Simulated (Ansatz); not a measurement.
Starting cell, NaBr (rock salt):

```yaml
crystal:
  lattice:
    - [0.00000, 6.03598, 6.03598]
    - [3.01799, 3.01799, 6.03598]
    - [3.01799, 3.01799, 0.00000]
  atoms:
    - { symbol: Br, position: [0.00000, 0.00000, 0.00000] }
    - { symbol: Br, position: [0.50000, 0.00000, 0.00000] }
    - { symbol: Na, position: [0.00000, 0.50000, 0.50000] }
    - { symbol: Na, position: [0.50000, 0.50000, 0.50000] }
```

The atoms are displaced by Q × the pattern below (from a DFPT mode at X = (0.5, 0.5, 0.0), largest move 1; Q in Å), at fixed cell. (q is in reciprocal vectors of the primitive cell; the cell shown is doubled to hold the pattern.)

| atom | x | y | z |
|---|---|---|---|
| Br1 | 0.000 | 0.000 | 1.000 |
| Br2 | 0.000 | 0.000 | -1.000 |
| Na3 | 0.000 | 0.000 | 0.805 |
| Na4 | 0.000 | 0.000 | -0.805 |

Computed with PBE (plane waves to 420 eV, PAW, scalar-relativistic; Ansatz, an electronic-structure program). k mesh 10×10×10 (Γ-centred), Fermi-Dirac smearing 0.05 eV. Energies are smeared free energies. NaBr was relaxed with its symmetry unable to fall. The zero of ΔE is the undisplaced structure.

The scan covers Q from -0.280 to 0.280 Å in 13 points.

Problem. Is this a single well or a double well?

Solution. A single well with its minimum at or next to zero displacement.

Problem. Which space group does the distorted structure have?

Solution. P4/nmm (No. 129), lowered from Fm-3m.

Problem. What is the energy change at Q = 0.280 Å?

Solution. 226.0 meV/cell.

Problem. What harmonic wavenumber does the curvature at Q = 0 give?

Solution. 89 cm⁻¹.

(For displaced atoms, the force is minus the slope of the energy, and its curvature is a force constant, which sets phonon frequencies.)
